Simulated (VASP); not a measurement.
# Sn2Ge in VASP: a series of runs, part 2 of 2

VASP 6.6.1. Earlier steps stand in the parts before.

### 3 Relaxation of cell and atoms, PBE

This run uses another cell than the first one, of 32.85 Å³/atom, 1.019 times its volume.

Contents of INCAR:

```
PREC = Normal
ENCUT = 520
EDIFF = 1E-5
ISMEAR = 0
SIGMA = 0.15
LREAL = Auto
LASPH = True
NELM = 80
ALGO = Fast
ISIF = 3
LWAVE = False
LCHARG = False
GGA = PE
IBRION = 2
NSW = 110
EDIFFG = -0.03
ISYM = 0
```

Contents of KPOINTS:

```
Automatic mesh
0
Gamma
  3 3 2
```

Contents of POSCAR:

```
Sn2Ge
1.0
    4.5513827600      0.0099854900     -0.0186698600
   -4.5340863700      7.6726981700      0.0291038900
   -0.0458178300      0.0147837700     11.2753687800
Sn Ge
8 4
Direct
    0.3427699900      0.3430759100      0.8002594200
    0.2795826300      0.8136346000      0.8269663000
    0.6536453500      0.1855495100      0.1878174400
    0.6015801900      0.6523196100      0.1881515000
    0.3957577800      0.3368893900      0.5276680000
    0.3346756900      0.8470268100      0.5584518100
    0.7098142300      0.1978714100      0.4564962000
    0.6446361900      0.6322256800      0.4671342500
    0.9709713000      0.9624365200      0.8899100000
    0.0309109700      0.5248163300      0.8929120900
    0.0045176600      0.0086569600      0.1288559900
    0.9946607800      0.4899518800      0.0860173600
```

Potentials or basis: VASP PAW PBE potentials, release 64 (Sn_d, Ge_d).

On the command line:

```console
$ cat potpaw_PBE.64/Sn_d/POTCAR potpaw_PBE.64/Ge_d/POTCAR > POTCAR
$ mpirun -np 4 vasp_std > vasp.out
```

OUTCAR:

```text
PREC = Normal
   ENCUT = 520
   EDIFF = 1E-5
   ISMEAR = 0
   LREAL = Auto
   LASPH = True
   NELM = 80
   ISIF = 3
   GGA = PE
   IBRION = 2
   NSW = 110
   EDIFFG = -0.03
   ISYM = 0

 ion  position               nearest neighbor table
   1  0.343  0.343  0.800-  10 2.85  10 2.89   5 3.09   9 3.09
   2  0.280  0.814  0.827-  10 2.34   9 2.48   9 2.81   6 3.04
   3  0.654  0.186  0.188-  12 2.61  11 2.63  11 2.84   7 3.04
   4  0.602  0.652  0.188-  12 2.64  11 2.83  12 3.05   8 3.16
   5  0.396  0.337  0.528-   8 2.38   7 2.46   7 2.82   1 3.09
   6  0.335  0.847  0.558-   8 2.91   7 2.93   2 3.04   8 3.08
   7  0.710  0.198  0.456-   5 2.46   5 2.82   6 2.93   3 3.04
   8  0.645  0.632  0.467-   5 2.38   6 2.91   6 3.08   4 3.16
   9  0.971  0.962  0.890-   2 2.48  11 2.72   2 2.81   1 3.09
  10  0.031  0.525  0.893-  12 2.19   2 2.34   1 2.85   1 2.89
  11  0.005  0.009  0.129-   3 2.63   9 2.72   4 2.83   3 2.84
  12  0.995  0.490  0.086-  10 2.19   3 2.61   4 2.64   4 3.05

IMPORTANT INFORMATION: All symmetrisations will be switched off!
NOSYMM: (Re-)initialisation of all symmetry stuff for point group C_1.

----------------------------------------------------------------------------------------

                                     Primitive cell

  volume of cell :     394.2547

  direct lattice vectors                    reciprocal lattice vectors
[... 281 lines left out ...]
--------------------------------------- Ionic step       44  -------------------------------------------

 number of electron     168.0000015 magnetization

------------------------ aborting loop because EDIFF is reached ----------------------------------------
[... 87 lines left out ...]
--------------------------------------- Ionic step       46  -------------------------------------------

 number of electron     168.0000015 magnetization

 Free energy of the ion-electron system (eV)
  ---------------------------------------------------
  ext. energy  EPLUGINS =         0.00000000
  ---------------------------------------------------
  free energy    TOTEN  =       -48.04302754 eV

  energy without entropy =      -48.03242630  energy(sigma->0) =      -48.03772692

 E-fermi :   4.6134     XC(G=0):  -8.8554

 val. band max:        4.5361478987   @ k =  -0.0000   0.0000   0.5000
 cond. band min:       4.6923747616   @ k =   0.0000   0.0000   0.0000
 fundamental gap:      0.1562268629
 Fermi energy:         4.6133893333

 k-point     1 :       0.0000    0.0000    0.0000
  band No.  band energies     occupation
      1     -19.8423      2.00000
      2     -19.8406      2.00000
      3     -19.7766      2.00000
      4     -19.7758      2.00000
      5     -19.7688      2.00000
      6     -19.7681      2.00000
[... 979 lines left out ...]
     95       8.3011      0.00000
     96       8.3317      0.00000
 [bands above 96 left out]

------------------------ aborting loop because EDIFF is reached ----------------------------------------

  FORCE on cell =-STRESS in cart. coord.  units (eV):
  Direction    XX          YY          ZZ          XY          YZ          ZX
  --------------------------------------------------------------------------------------
  -------------------------------------------------------------------------------------
  Total       -0.2028641     -0.2908327     -0.2292049     -0.0192832      0.0262909      0.0045408
  in kB       -0.8338699     -1.1954636     -0.9421432     -0.0792633      0.1080684      0.0186648
  external PRESSURE =      -0.9904923 kB  Pullay stress =       0.0000000 kB
[... 27 lines left out ...]
  FREE ENERGIE OF THE ION-ELECTRON SYSTEM (eV)
  ---------------------------------------------------
  free  energy   TOTEN  =       -48.0430275359 eV

  energy  without entropy=      -48.0324263021  energy(sigma->0) =      -48.03772692

 reached required accuracy - stopping structural energy minimisation
```

Wall time 18 min (4 MPI ranks of Intel Xeon Platinum 8559C (Emerald Rapids), shared host); peak memory 0.23 GiB.

Results:

```
Free energy                            : -48.0430 eV
Relaxed volume                         : 32.48 Å³/atom
Relaxed cell                           : a = 4.663 Å, b = 8.955 Å, c = 10.933 Å, α = 91.20°, β = 89.96°, γ = 121.36°
Space group after relaxing (to 0.05 Å) : P1 (No. 1)
Energy gained by relaxing              : 349.8 meV/atom
Ionic steps                            : 46
Pressure after relaxing                : -0.1 GPa
Largest force after relaxing           : 0.030 eV/Å
Band gap on the k mesh                 : none (metal or under the smearing width)
```

Forces on the atoms (eV/Å):
```
Sn  -0.012  0.009  0.007
Sn   0.000  0.010  0.005
Sn  -0.001 -0.004  0.007
Sn   0.006 -0.003 -0.013
Sn  -0.025  0.000  0.000
Sn   0.003  0.008  0.003
Sn  -0.020 -0.019 -0.007
Sn  -0.013  0.006 -0.015
Ge   0.008  0.007  0.009
Ge   0.008  0.001 -0.016
Ge   0.023 -0.017  0.000
Ge   0.021  0.000  0.021
```

The path:
```csv
step,energy change (eV),largest force (eV/Å),pressure (GPa),volume (Å³)
1,0.0000,6.4878,3.64,394.25
3,-2.9509,1.3975,-2.52,426.78
5,-3.9408,1.0142,0.72,384.43
7,-3.9239,0.9321,0.09,392.00
9,-4.0934,0.4479,0.19,387.76
11,-4.1485,0.2081,0.16,390.39
13,-4.1488,0.2070,-0.09,390.64
15,-4.1492,0.3659,0.16,386.77
17,-4.1597,0.1611,-0.15,388.80
19,-4.1658,0.1449,0.11,389.04
21,-4.1669,0.3584,-0.02,390.37
23,-4.1729,0.1988,-0.27,392.18
25,-4.1794,0.1144,-0.20,391.76
27,-4.1834,0.2244,-0.08,390.68
29,-4.1875,0.1393,0.00,388.16
31,-4.1870,0.1405,0.24,387.16
33,-4.1907,0.0560,0.10,387.85
35,-4.1917,0.0778,0.21,387.99
37,-4.1947,0.0611,-0.06,390.78
39,-4.1961,0.0375,-0.20,390.84
41,-4.1970,0.0432,0.05,389.38
43,-4.1970,0.0421,0.05,389.43
45,-4.1970,0.0428,0.08,389.46
46,-4.1972,0.0299,-0.10,389.78
```

Final structure:
```
Sn Ge
1.0
     4.66336    0.00161    0.00297
    -4.66332    7.64486   -0.09448
     0.00056   -0.13183   10.93252
Sn Ge
8 4
Direct
  0.33394 0.33590 0.81416
  0.33175 0.83602 0.81367
  0.65227 0.16125 0.18753
  0.65072 0.66095 0.18789
  0.34901 0.33123 0.55076
  0.32483 0.83183 0.54998
  0.69019 0.17220 0.45141
  0.66428 0.67090 0.45189
  0.99271 0.99717 0.88587
  0.99429 0.49759 0.88602
  0.98983 0.99972 0.11587
  0.98969 0.49968 0.11560
```

Levels at points of the mesh, in eV from the Fermi level:
```
           k point  band 82  band 83  band 84  band 85  band 86  band 87
(0.00, 0.00, 0.00)    -0.57    -0.29     0.08     0.28     0.50     0.50
(0.00, 0.00, 0.50)    -0.42    -0.24    -0.19    -0.08     0.17     0.39
```

Caveat: the k mesh is coarse (spacing up to 0.53 Å⁻¹), so the values aren't converged.
